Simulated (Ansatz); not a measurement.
Runs of Ansatz 0.2.0 on Ge. The structure is cubic, space group Fd-3m (No. 227). Conventional cell: a = 5.658 Å, b = 5.658 Å, c = 5.658 Å, α = 90.00°, β = 90.00°, γ = 90.00°. Ge (site symmetry -43m) has 4 Ge at 2.45 Å as nearest neighbours. 

```tsv
task	level	potentials or basis	spin	cell	k mesh	smearing	driver	other keys	mesh quality	gap on the mesh (eV)	pressure (GPa)	moment (μB)
single point	HSE03	Ansatz PAW	collinear, antiferromagnetic start	as given	4 × 4 × 4	cold 0.025 eV	-	-	coarse	0.71	1.5	0.00
relaxation of the atoms	PBE	Ansatz PAW	off	atoms relaxed from: atoms moved at random, drawn with an rms of 0.15 Å	6 × 6 × 6	fermi-dirac 0.1 eV	chain	-	not flagged	-	3.7	-
single point	PBEsol0	Ansatz PAW	SOC, no magnetisation	as given	5 × 5 × 5	fermi-dirac 0.1 eV	chain	-	not flagged	1.32	(a)	-
density of states	B3LYP	Ansatz PAW	collinear, program default start	as given	5 × 5 × 5	gaussian 0.02 eV	chain	-	not flagged	0.94	4.2	0.00
single point	HSE03	Ansatz PAW	collinear, antiferromagnetic start	as given	4 × 4 × 4	cold 0.025 eV	calculator	-	coarse	0.71	1.5	0.00
atomic charges	B3LYP	Ansatz PAW	off	as given	5 × 5 × 5	methfessel-paxton 0.1 eV	chain	-	not flagged	0.94	4.2	-
electric field gradients	BHLYP	as the typed override names	non-collinear, program default start, SOC	as given	5 × 5 × 5	methfessel-paxton 0.1 eV	chain	hamiltonian.pseudopotentials = kind paw_fr; …	not flagged	2.80	1.7	0.00
```

Alike in all rows: cutoff (eV) 420.

Problem. Fill in the values left out.

Solution. (a) -1.3.

Caveats: some runs use coarse meshes; the thresholds are loose for stress; odd divisions of the mesh miss points on the zone boundary, where band edges often lie, so the gap on the mesh can be too wide (some runs); the potentials were made for another functional, which shifts forces and pressure (some runs); the starting moments weren't kept (some runs); the PAW data sets were made with another functional, which shifts forces and pressure a little (some runs); the PAW data sets come from PBE, with cores solved anew for the run's functional, which leaves a small shift of forces and pressure (some runs).

A k mesh can miss the band edges, and rows without SOC leave out spin-orbit coupling on Ge.
